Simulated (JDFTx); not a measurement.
**GaAs: band structure with LDA**

**Experimental background.**

“Evidence of valence band perturbations in GaAsN/GaAs(001): A combined variable-angle spectroscopic ellipsometry and modulated photoreflectance investigation”, 2008, arxiv:0805.2212 reports, for a bulk crystal of GaAs at 300 K: band gap 1.412 ± 0.01 eV (direct).

Crystal: GaAs.

```
As Ga
1.0
     0.00000    2.82685    2.82685
     2.82685    0.00000    2.82685
     2.82685    2.82685    0.00000
As Ga
1 1
Cartesian
  4.2403 4.2403 4.2403
  0.0000 0.0000 0.0000
```

```
Program                                 : JDFTx 1.7.0 (patched build)
Task                                    : band structure
Functional                              : LDA
Potentials or basis                     : PseudoDojo-SR-LDA-0.4.1-standard with smoothed tails
Cutoff                                  : 1088 eV
Density cutoff                          : 8708 eV
k mesh                                  : 8 × 8 × 8
Occupations                             : fermi-dirac, width 0.05 eV
Spin                                    : no spin polarisation
Band ratio of the Davidson solver       : 1.3
Local potential set to -Z/r beyond      : 6 bohr
Bands                                   : 21
Density cutoff over wavefunction cutoff : 8
Max SCF steps                           : 30
SCF threshold on the energy             : 1e-06 Ha
Solver of the electrons                 : minimize
Further solve for the empty bands       : no
Start                                   : density of an earlier self-consistent run, held fixed
Path                                    : G-X-W-K-G-L-U-W-L-K-U-X
```

The band gap along the path is 0.28 eV, direct.

Levels at the corners of the path, in eV from the valence-band top:
```csv
point,band 10,band 11,band 12,band 13,band 14,band 15,band 16,band 17
Γ,-14.83,-12.79,0.00,0.00,0.00,0.28,3.69,3.69
X,-14.82,-10.30,-6.88,-2.68,-2.68,1.36,1.56,10.04
W,-14.82,-10.24,-6.69,-3.55,-3.36,4.54,4.64,5.30
K,-14.82,-10.33,-6.69,-3.88,-2.26,1.86,4.55,7.83
Γ,-14.83,-12.79,0.00,0.00,0.00,0.28,3.69,3.69
L,-14.82,-11.03,-6.69,-1.14,-1.14,0.85,4.60,4.60
U,-14.82,-10.33,-6.69,-3.88,-2.26,1.86,4.55,7.83
W,-14.82,-10.24,-6.69,-3.55,-3.36,4.54,4.64,5.30
L,-14.82,-11.03,-6.69,-1.14,-1.14,0.85,4.60,4.60
K,-14.82,-10.33,-6.69,-3.88,-2.26,1.86,4.55,7.83
U,-14.82,-10.33,-6.69,-3.88,-2.26,1.86,4.55,7.83
X,-14.82,-10.30,-6.88,-2.68,-2.68,1.36,1.56,10.04
```

Run time: 59 s on 1 thread of Arm Neoverse V1 (shared host), peak memory 0.12 GiB.

A measured gap of GaAs is 1.412 eV (direct; 300 K; “Evidence of valence band perturbations in GaAsN/GaAs(001): A combined variable-angle spectroscopic ellipsometry and modulated photoreflectance investigation”, 2008, arxiv:0805.2212); the calculated 0.28 eV misses it by -1.13 eV. So large a miss can be the level of theory's own, or it may mean another phase, state or a wrong row. 3 values of this kind are on record (1.412 to 1.51 eV); this one was drawn at random among those near their median, those with a stated uncertainty first. Spin-orbit coupling on As, Ga is left out. The value is that of LDA, without temperature or zero-point motion. Semilocal functionals fall short of measured gaps as a rule.
